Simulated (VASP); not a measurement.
# SnTe (F-43m) in VASP: a series of runs

The runs below take SnTe through G0W0 quasiparticle levels, with PBE.

All numbers are computed with VASP 6.6.1; they aren't measurements. Logs are shortened: lines on timing, memory, paths and dates and some standing lists are left out, and cuts for length are marked.

## 1. The crystal as given

It takes space group F-43m (No. 216, cubic). The conventional cell has a = 7.222 Å, b = 7.222 Å, c = 7.222 Å, α = 90.00°, β = 90.00°, γ = 90.00°. Around Te (site symmetry -43m) lie 4 Sn at 3.13 Å. Around Sn (site symmetry -43m) lie 4 Te at 3.13 Å.

Measurements of this composition are mostly on another form, of space group No. 225.

## 2. G0W0 quasiparticle levels, PBE

The input, POSCAR:

```
SnTe
1.0
    0.0000000000      3.6111460000      3.6111460000
    3.6111460000      0.0000000000      3.6111460000
    3.6111460000      3.6111460000      0.0000000000
Te Sn
1 1
Direct
    0.2500000000      0.2500000000      0.2500000000
    0.0000000000      0.0000000000      0.0000000000
```

The input, INCAR.step1:

```
PREC = Accurate
ENCUT = 520
EDIFF = 1E-8
ISMEAR = 0
SIGMA = 0.01
LREAL = F
LASPH = T
NELM = 80
ALGO = Normal
LWAVE = T
LCHARG = F
GGA = PE
```

The input, INCAR.step2:

```
PREC = Accurate
ENCUT = 520
EDIFF = 1E-8
ISMEAR = 0
SIGMA = 0.01
LREAL = F
LASPH = T
NELM = 1
ALGO = Exact
LWAVE = T
LCHARG = F
GGA = PE
NBANDS = 123
LOPTICS = T
ISTART = 1
```

The input, INCAR.step3:

```
PREC = Accurate
ENCUT = 520
EDIFF = 1E-8
ISMEAR = 0
SIGMA = 0.01
LREAL = F
LASPH = T
ALGO = EVGW0
LWAVE = F
LCHARG = F
GGA = PE
NELMGW = 1
NBANDS = 123
ENCUTGW = 150
NOMEGA = 48
PRECFOCK = Fast
ISTART = 1
NBANDSGW = 18
```

The input, KPOINTS:

```
regular mesh
0
Gamma
  2 2 2
```

Potentials or basis: VASP PAW PBE potentials, release 64 (Te_GW, Sn_d_GW).

Command:

```console
$ cat potpaw_PBE.64/Te_GW/POTCAR potpaw_PBE.64/Sn_d_GW/POTCAR > POTCAR
$ cp INCAR.step1 INCAR
$ mpirun -np 1 vasp_std > vasp.out
$ cp INCAR.step2 INCAR
$ mpirun -np 1 vasp_std > vasp.out
$ cp INCAR.step3 INCAR
$ mpirun -np 1 vasp_std > vasp.out
```

OUTCAR:

```text
PREC = Accurate
   ENCUT = 520
   EDIFF = 1E-8
   ISMEAR = 0
   LREAL = F
   LASPH = T
   GGA = PE
   NELMGW = 1
   ENCUTGW = 150
   PRECFOCK = Fast
   ISTART = 1

 Found      3 irreducible k-points:

 Following reciprocal coordinates:
            Coordinates               Weight
  0.000000  0.000000  0.000000      1.000000
  0.500000  0.000000  0.000000      4.000000
  0.500000  0.500000  0.000000      3.000000
   k-points           NKPTS =      3   k-points in BZ     NKDIM =      8   number of bands    NBANDS=    123
   number of dos      NEDOS =    301   number of ions     NIONS =      2
   total plane-waves  NPLWV =  64000
   dimension x,y,z NGX =    40 NGY =   40 NGZ =   40
   dimension x,y,z NGXF=    80 NGYF=   80 NGZF=   80
   ions per type =               1   1
   NGX,Y,Z   is equivalent  to a cutoff of  13.02, 13.02, 13.02 a.u.
   NGXF,Y,Z  is equivalent  to a cutoff of  26.04, 26.04, 26.04 a.u.
 SYSTEM =  unknown system
   PREC   = accura    normal or accurate (medium, high low for compatibility)
   ISTART =      1    job   : 0-new  1-cont  2-samecut
   ICHARG =      0    charge: 1-file 2-atom 10-const
   ISPIN  =      1    spin polarized calculation?
   LNONCOLLINEAR =      F non collinear calculations
   LSORBIT =      F    spin-orbit coupling
   LASPH  =      T    aspherical Exc in radial PAW
   ENCUT  =  520.0 eV  38.22 Ry    6.18 a.u.   9.50  9.50  9.50*2*pi/ulx,y,z
   NELM   =     60;   NELMIN=  2; NELMDL=  0     # of ELM steps
   EDIFF  = 0.1E-07   stopping-criterion for ELM
   LREAL  =      F    real-space projection
   EDIFFG = 0.1E-06   stopping-criterion for IOM
   NSW    =      0    number of steps for IOM
   IBRION =     -1    ionic relax: 0-MD 1-quasi-New 2-CG
   NFREE  =      0    steps in history (QN), initial steepest desc. (CG)
   ISIF   =      0    stress and relaxation
   ISYM   =      3    0-nonsym 1-usesym 2-fastsym
   POTIM  = 0.5000    time-step for ionic-motion
   TEBEG  =    0.0;   TEEND  =   0.0 temperature during run
   PSTRESS=    0.0 pullay stress
   NELECT =      20.0000    total number of electrons
   NUPDOWN=      -1.0000    fix difference up-down
   EMIN   =  10.00;   EMAX   =-10.00  energy-range for DOS
   EFERMI =   0.00;   METHOD = LEGACY
   ISMEAR =     0;   SIGMA  =   0.01  broadening in eV -4-tet -1-fermi 0-gaus
   EFERMI_NEDOS =   21; number of points for ismear=-14 and -15
   IALGO  =     38    algorithm
   IMIX   =      4    mixing-type and parameters
     AMIX     =   0.40;   BMIX     =  1.00
     AMIX_MAG =   1.60;   BMIX_MAG =  1.00
  volume/ion in A,a.u.               =      47.09       317.78
  Fermi-wavevector in a.u.,A,eV,Ry     =   0.976704  1.845704 12.979296  0.953951
  Thomas-Fermi vector in A             =   2.107344
   LORBIT       =      0    0 simple, 1 ext, 2 COOP (PROOUT), +10 PAW based schemes
   GGA     = PE    functional components
   LHFCALC =     T    Hartree Fock is set to
   PRECFOCK=fast      Normal, Fast or Accurate (Low or Medium for compatibility)
   ENCUT4O =  -1.0   cutoff for four orbital integrals eV
   NKREDX  =     1    reduce k-point grid by
   NKREDY  =     1    reduce k-point grid by
   NKREDZ  =     1    reduce k-point grid by
   AEXX    =    1.0000 exact exchange contribution
   HFSCREEN=    0.0000 screening length (either q_TF or 0.3 A-1)
   HFSCREENC=   0.0000 screening length for correlation (either q_TF or 0.3 A-1)
   ENCUTFOCK=  -1.0 apply spherical cutoff to Coloumb kernel
   IVDW    =     0    specifies the selected vdW correction
   LEPSILON=     F    determine dielectric tensor
   LRPA    =     F    only Hartree local field effects (RPA)
   LRPAFORCE           =     F    calculate RPA forces
   ENCUTGW             = 150.0    cutoff for response function in eV
   ENCUTGWSOFT         = 120.0    soft cutoff for Coulomb kernel in GW response function in eV
   ENCUTLF             =  -1.0    cutoff for local field effects
   NELMGW              =     1    number of iterations in solving QP/BSE equation
   NELMHF              =     1    number of iterations in the inner HF iteration
   NKREDLFX            =     1    NKREDLFY  =   1   NKREDLFZ  =   1
 non-spin polarized calculation
 Gauss-broadening in eV      SIGMA  =   0.01
  energy-cutoff  :      520.00
  volume of cell :       94.18
 maximum number of plane-waves:      2637
 NGX is ok and might be reduce to    40
  NGX = 20; NGY = 20; NGZ = 20
   NGX = 19   NGY = 19   NGZ = 19
 maximum number of plane-waves:       411

 QP shifts <psi_nk| G(iteration)W_0 |psi_nk>: iteration 1
 for sc-GW calculations column KS-energies equals QP-energies in previous step
 and V_xc(KS)=  KS-energies - (<T + V_ion + V_H > + <T+V_H+V_ion>^1  + <V_x>^1)

 k-point   1 :       0.0000    0.0000    0.0000
  band No.  KS-energies  QP-energies   sigma(KS)   V_xc(KS)     V^pw_x(r,r')   Z            occupation Imag(sigma)

      1     -19.3913     -21.8539     -21.3436     -17.5159     -27.0916       0.6434       2.0000       0.5162
      2     -19.3913     -21.8539     -21.3436     -17.5159     -27.0916       0.6434       2.0000       0.5162
      3     -19.3913     -21.8539     -21.3436     -17.5159     -27.0916       0.6434       2.0000       0.5162
      4     -19.3832     -21.8340     -21.3417     -17.5179     -27.0742       0.6410       2.0000       0.5022
      5     -19.3832     -21.8340     -21.3417     -17.5179     -27.0742       0.6410       2.0000       0.5022
      6      -9.0512      -9.1995     -11.0471     -10.7924     -17.0021       0.5822       2.0000       1.0522
[... 10 lines left out ...]
     17      10.0964      10.0071      -6.1414      -6.0194      -1.7165       0.7322       0.0000      -0.4265
     18      10.0964      10.0071      -6.1414      -6.0194      -1.7165       0.7322       0.0000      -0.4265

 k-point   2 :       0.5000    0.0000    0.0000
  band No.  KS-energies  QP-energies   sigma(KS)   V_xc(KS)     V^pw_x(r,r')   Z            occupation Imag(sigma)

      1     -19.3925     -21.8426     -21.3273     -17.5134     -27.0866       0.6424       2.0000       0.5191
      2     -19.3900     -21.8640     -21.3432     -17.5179     -27.0897       0.6467       2.0000       0.5138
      3     -19.3900     -21.8640     -21.3432     -17.5179     -27.0897       0.6467       2.0000       0.5138
      4     -19.3829     -21.8688     -21.3402     -17.5185     -27.0745       0.6505       2.0000       0.5007
      5     -19.3829     -21.8688     -21.3402     -17.5185     -27.0745       0.6505       2.0000       0.5007
      6      -8.5104      -8.7013     -11.3983     -11.0867     -16.9979       0.6126       2.0000       0.9586
[... 10 lines left out ...]
     17       9.3937       9.5282      -7.3613      -7.5447      -2.9196       0.7333       0.0000      -0.3677
     18      10.6740      10.8533      -7.6776      -7.9247      -3.0765       0.7258       0.0000      -0.4103

 k-point   3 :       0.5000    0.5000    0.0000
  band No.  KS-energies  QP-energies   sigma(KS)   V_xc(KS)     V^pw_x(r,r')   Z            occupation Imag(sigma)

      1     -19.3945     -21.8380     -21.3223     -17.5097     -27.0826       0.6409       2.0000       0.5252
      2     -19.3885     -21.8721     -21.3428     -17.5208     -27.0914       0.6498       2.0000       0.5105
      3     -19.3885     -21.8721     -21.3428     -17.5208     -27.0914       0.6498       2.0000       0.5105
      4     -19.3831     -21.8437     -21.3398     -17.5179     -27.0735       0.6438       2.0000       0.5010
      5     -19.3831     -21.8437     -21.3398     -17.5179     -27.0735       0.6438       2.0000       0.5010
      6      -8.2902      -8.5014     -11.5581     -11.2166     -17.0086       0.6185       2.0000       0.9293
[... 10 lines left out ...]
     17      10.7114      10.8729      -7.6643      -7.8896      -3.1826       0.7164       0.0000      -0.3358
     18      11.0314      11.2182      -7.6247      -7.8913      -2.9037       0.7008       0.0000      -0.3702
```

OUTCAR.step1:

```text
PREC = Accurate
   ENCUT = 520
   EDIFF = 1E-8
   ISMEAR = 0
   LREAL = F
   LASPH = T
[... 156 lines left out ...]
 -----------------------------------------------------------------------------------
      1.80557      1.80557      1.80557         0.000000      0.000000      0.000000
      0.00000      0.00000      0.00000        -0.000000     -0.000000     -0.000000
 -----------------------------------------------------------------------------------
    total drift:                               -0.000000     -0.000000     -0.000000

  FREE ENERGIE OF THE ION-ELECTRON SYSTEM (eV)
  ---------------------------------------------------
  free  energy   TOTEN  =        -7.3782007855 eV

  energy  without entropy=       -7.3782007855  energy(sigma->0) =       -7.37820079
```

OUTCAR.step2:

```text
PREC = Accurate
   ENCUT = 520
   EDIFF = 1E-8
   ISMEAR = 0
   LREAL = F
[... 516 lines left out ...]
     0.00000     7.66068     7.66068     7.66068     0.00000     0.00000    -0.00000
     0.97772     8.07896     8.07896     8.07896     0.00000     0.00000    -0.00000
     1.95544    10.72535    10.72535    10.72535     0.00000     0.00000    -0.00000
     2.93316    11.89998    11.89998    11.89998     0.00000     0.00000    -0.00000
     3.91087     5.84323     5.84323     5.84323    -0.00000    -0.00000    -0.00000
     4.88859    -7.11222    -7.11222    -7.11222    -0.00000    -0.00000    -0.00000
[... 92 lines left out ...]
    95.81644     0.95478     0.95478     0.95478    -0.00000     0.00000     0.00000
    96.79415     0.95610     0.95610     0.95610    -0.00000     0.00000     0.00000
```

Run time: 5.5 min. Hardware: 1 thread of AMD EPYC 7R43 (Zen 3), shared host; peak memory 0.88 GiB.

These settings aren't checked as converged: the numbers below hold their error.

What came out:

```
Band gap on the k mesh, mean-field level : 0.81 eV, direct
Quasiparticle gap                        : 1.41 eV
Least direct quasiparticle gap           : 1.41 eV
```

Caveat: the k mesh is coarse (spacing up to 0.75 Å⁻¹), so the values aren't converged; bands, screening cutoff and mesh are small and nothing is extrapolated, so the quasiparticle values aren't converged; spin-orbit coupling is left out, which moves the levels of the heavy elements.

## 3. G0W0 quasiparticle levels, PBE

POSCAR is that of step 2.

INCAR.step1, as its differences from that of step 2:

```diff
@@ -1,3 +1,3 @@
 PREC = Accurate
-ENCUT = 520
+ENCUT = 450
 EDIFF = 1E-8
```

INCAR.step2, as its differences from that of step 2:

```diff
@@ -1,3 +1,3 @@
 PREC = Accurate
-ENCUT = 520
+ENCUT = 450
 EDIFF = 1E-8
```

INCAR.step3, as its differences from that of step 2:

```diff
@@ -1,3 +1,3 @@
 PREC = Accurate
-ENCUT = 520
+ENCUT = 450
 EDIFF = 1E-8
@@ -13,3 +13,3 @@
 NBANDS = 123
-ENCUTGW = 150
+ENCUTGW = 260
 NOMEGA = 48
```

KPOINTS is that of step 2.

Potentials or basis: VASP PAW PBE potentials, release 64 (Te_GW, Sn_d_GW).

Command:

```console
$ cat potpaw_PBE.64/Te_GW/POTCAR potpaw_PBE.64/Sn_d_GW/POTCAR > POTCAR
$ cp INCAR.step1 INCAR
$ mpirun -np 1 vasp_std > vasp.out
$ cp INCAR.step2 INCAR
$ mpirun -np 1 vasp_std > vasp.out
$ cp INCAR.step3 INCAR
$ mpirun -np 1 vasp_std > vasp.out
```

OUTCAR:

```text
PREC = Accurate
   ENCUT = 450
   EDIFF = 1E-8
   ISMEAR = 0
   LREAL = F
   LASPH = T
   GGA = PE
   NELMGW = 1
   ENCUTGW = 260
   PRECFOCK = Fast
   ISTART = 1

 Found      3 irreducible k-points:

 Following reciprocal coordinates:
            Coordinates               Weight
  0.000000  0.000000  0.000000      1.000000
  0.500000  0.000000  0.000000      4.000000
  0.500000  0.500000  0.000000      3.000000
   k-points           NKPTS =      3   k-points in BZ     NKDIM =      8   number of bands    NBANDS=    123
   number of dos      NEDOS =    301   number of ions     NIONS =      2
   total plane-waves  NPLWV =  46656
   dimension x,y,z NGX =    36 NGY =   36 NGZ =   36
   dimension x,y,z NGXF=    72 NGYF=   72 NGZF=   72
   ions per type =               1   1
   NGX,Y,Z   is equivalent  to a cutoff of  11.72, 11.72, 11.72 a.u.
   NGXF,Y,Z  is equivalent  to a cutoff of  23.44, 23.44, 23.44 a.u.
 SYSTEM =  unknown system
   PREC   = accura    normal or accurate (medium, high low for compatibility)
   ISTART =      1    job   : 0-new  1-cont  2-samecut
   ICHARG =      0    charge: 1-file 2-atom 10-const
   ISPIN  =      1    spin polarized calculation?
   LNONCOLLINEAR =      F non collinear calculations
   LSORBIT =      F    spin-orbit coupling
[... 28 lines left out ...]
   GGA     = PE    functional components
   LHFCALC =     T    Hartree Fock is set to
   PRECFOCK=fast      Normal, Fast or Accurate (Low or Medium for compatibility)
   ENCUT4O =  -1.0   cutoff for four orbital integrals eV
   NKREDX  =     1    reduce k-point grid by
   NKREDY  =     1    reduce k-point grid by
   NKREDZ  =     1    reduce k-point grid by
   AEXX    =    1.0000 exact exchange contribution
   HFSCREEN=    0.0000 screening length (either q_TF or 0.3 A-1)
   HFSCREENC=   0.0000 screening length for correlation (either q_TF or 0.3 A-1)
   ENCUTFOCK=  -1.0 apply spherical cutoff to Coloumb kernel
   IVDW    =     0    specifies the selected vdW correction
   LEPSILON=     F    determine dielectric tensor
   LRPA    =     F    only Hartree local field effects (RPA)
   LRPAFORCE           =     F    calculate RPA forces
   ENCUTGW             = 260.0    cutoff for response function in eV
   ENCUTGWSOFT         = 208.0    soft cutoff for Coulomb kernel in GW response function in eV
   ENCUTLF             =  -1.0    cutoff for local field effects
   NELMGW              =     1    number of iterations in solving QP/BSE equation
   NELMHF              =     1    number of iterations in the inner HF iteration
   NKREDLFX            =     1    NKREDLFY  =   1   NKREDLFZ  =   1
 non-spin polarized calculation
 Gauss-broadening in eV      SIGMA  =   0.01
  energy-cutoff  :      450.00
  volume of cell :       94.18
 maximum number of plane-waves:      2085
 NGX is ok and might be reduce to    36
  NGX = 20; NGY = 20; NGZ = 20
   NGX = 17   NGY = 17   NGZ = 17
 maximum number of plane-waves:       934

 QP shifts <psi_nk| G(iteration)W_0 |psi_nk>: iteration 1
 for sc-GW calculations column KS-energies equals QP-energies in previous step
 and V_xc(KS)=  KS-energies - (<T + V_ion + V_H > + <T+V_H+V_ion>^1  + <V_x>^1)

 k-point   1 :       0.0000    0.0000    0.0000
  band No.  KS-energies  QP-energies   sigma(KS)   V_xc(KS)     V^pw_x(r,r')   Z            occupation Imag(sigma)

      1     -19.3912     -21.9167     -21.4416     -17.5160     -27.0917       0.6434       2.0000       0.5611
      2     -19.3912     -21.9167     -21.4416     -17.5160     -27.0917       0.6434       2.0000       0.5611
      3     -19.3912     -21.9167     -21.4416     -17.5160     -27.0917       0.6434       2.0000       0.5611
      4     -19.3830     -21.8975     -21.4401     -17.5180     -27.0742       0.6411       2.0000       0.5479
      5     -19.3830     -21.8975     -21.4401     -17.5180     -27.0742       0.6411       2.0000       0.5479
      6      -9.0511      -9.2108     -11.0669     -10.7924     -17.0021       0.5821       2.0000       1.0505
[... 41 lines left out ...]
      4     -19.3830     -21.9076     -21.4383     -17.5179     -27.0735       0.6440       2.0000       0.5467
      5     -19.3830     -21.9076     -21.4383     -17.5179     -27.0735       0.6440       2.0000       0.5467
      6      -8.2902      -8.5167     -11.5829     -11.2166     -17.0086       0.6184       2.0000       0.9273
[... 10 lines left out ...]
     17      10.7115      10.8715      -7.6664      -7.8897      -3.1825       0.7164       0.0000      -0.3356
     18      11.0314      11.2175      -7.6257      -7.8913      -2.9037       0.7007       0.0000      -0.3699
```

OUTCAR.step1:

```text
PREC = Accurate
   ENCUT = 450
   EDIFF = 1E-8
   ISMEAR = 0
   LREAL = F
   LASPH = T
[... 156 lines left out ...]
 -----------------------------------------------------------------------------------
      1.80557      1.80557      1.80557         0.000000      0.000000     -0.000000
      0.00000      0.00000      0.00000        -0.000000     -0.000000      0.000000
 -----------------------------------------------------------------------------------
    total drift:                               -0.000000     -0.000000     -0.000000

  FREE ENERGIE OF THE ION-ELECTRON SYSTEM (eV)
  ---------------------------------------------------
  free  energy   TOTEN  =        -7.3783918491 eV

  energy  without entropy=       -7.3783918491  energy(sigma->0) =       -7.37839185
```

OUTCAR.step2:

```text
PREC = Accurate
   ENCUT = 450
   EDIFF = 1E-8
   ISMEAR = 0
   LREAL = F
[... 516 lines left out ...]
     0.00000     7.66080     7.66080     7.66080     0.00000    -0.00000     0.00000
     0.97772     8.07906     8.07906     8.07906     0.00000    -0.00000     0.00000
     1.95544    10.72553    10.72553    10.72553     0.00000    -0.00000     0.00000
     2.93316    11.90020    11.90020    11.90020     0.00000    -0.00000     0.00000
     3.91087     5.84257     5.84257     5.84257     0.00000    -0.00000     0.00000
     4.88859    -7.11229    -7.11229    -7.11229     0.00000    -0.00000     0.00000
[... 92 lines left out ...]
    95.81643     0.95478     0.95478     0.95478    -0.00000     0.00000     0.00000
    96.79415     0.95610     0.95610     0.95610    -0.00000     0.00000     0.00000
```

Wall time 7.6 min (1 thread of AMD EPYC 7R43 (Zen 3), shared host); peak memory 1.4 GiB.

These settings aren't checked as converged: the numbers below hold their error.

Results:

```yaml
Band_gap_on_the_k_mesh_mean-field_level: 0.81 eV, direct
Quasiparticle_gap: 1.42 eV
Least_direct_quasiparticle_gap: 1.42 eV
```

Caveat: the k mesh is coarse (spacing up to 0.75 Å⁻¹), so the values aren't converged; bands, screening cutoff and mesh are small and nothing is extrapolated, so the quasiparticle values aren't converged; spin-orbit coupling is left out, which moves the levels of the heavy elements.

(Continued in part 2 of 2.)
